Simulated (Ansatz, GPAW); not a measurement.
Given: the input of a run of Ansatz 0.2.0 on SrO. 

Contents of input.yaml:

```yaml
crystal:
  lattice:
    - [0.0, 2.5663, 2.5663]
    - [2.5663, 0.0, 2.5663]
    - [2.5663, 2.5663, 0.0]
  atoms:
    - { symbol: Sr, position: [0.5, 0.5, 0.5] }
    - { symbol: O, position: [0.0, 0.0, 0.0] }
kpoints:
  mp_grid: { grid: [9, 9, 9] }
scf:
  occupations: { method: gaussian, width: 0.018 }
hamiltonian:
  xc: pbe
  pseudopotentials: { kind: all_electron, lapw: { basis_error: 0.001 } }
output:
  forces: true
  stress: true
  eigenvalues: true
```

Potentials or basis: all-electron LAPW, scalar-relativistic.

The run is started by

```bash
$ ansatz run input.yaml --threads 1 --pin off --max-ram 3072MiB --backend cpu --events-out ev --progress --plain --runs-dir out
```

**Question.** Translate it to GPAW 26.7.0 (ASE script). Potentials or basis there: GPAW PAW data sets (gpaw-data 1.2.1), cutoff 800 eV.

**Answer.** As run (cutoffs and basis follow the program's own potentials, and thresholds, step limits or extra output files can differ):

run.py

```python
from ase import Atoms
from ase.dft.bandgap import bandgap
from ase.io import write
from ase.units import GPa
from gpaw import GPAW, PW

atoms = Atoms(['Sr', 'O'],
              cell=[[0.0, 2.5663, 2.5663],
                    [2.5663, 0.0, 2.5663],
                    [2.5663, 2.5663, 0.0]],
              scaled_positions=[[0.5, 0.5, 0.5],
                                [0.0, 0.0, 0.0]],
              pbc=True)

calc = GPAW(mode=PW(800),
            xc='PBE',
            kpts={'size': (9, 9, 9), 'gamma': True},
            occupations={'name': 'methfessel-paxton', 'order': 0, 'width': 0.018000000000000002},
            nbands=16,
            convergence={'density': 1e-05, 'energy': 1e-05},
            maxiter=150,
            txt='gpaw.txt')
atoms.calc = calc
energy = atoms.get_potential_energy()
forces = atoms.get_forces()
stress = atoms.get_stress()
calc.write('gs.gpw')
write('result.traj', atoms)
print(f'Energy: {energy:.6f} eV')
print('Forces (eV/A):')
print(forces.round(4))
print('Stress (GPa):', (stress / GPa).round(3))
print('Fermi level:', round(calc.get_fermi_level(), 4), 'eV')
print(f'Gap: {bandgap(calc)[0]:.4f} eV, direct: {bandgap(calc, direct=True)[0]:.4f} eV')
```

Potentials or basis: GPAW PAW data sets (gpaw-data 1.2.1), pw.

Launch:

```bash
$ OMP_NUM_THREADS=1 python run.py
```

Both were run:

|  | Ansatz | GPAW |
| --- | --- | --- |
| Pressure | 3.3 GPa | 3.8 GPa |

Where Ansatz's input types no cutoff or centring, it takes its own default and a Γ-centred mesh.

Pressure is positive in compression.
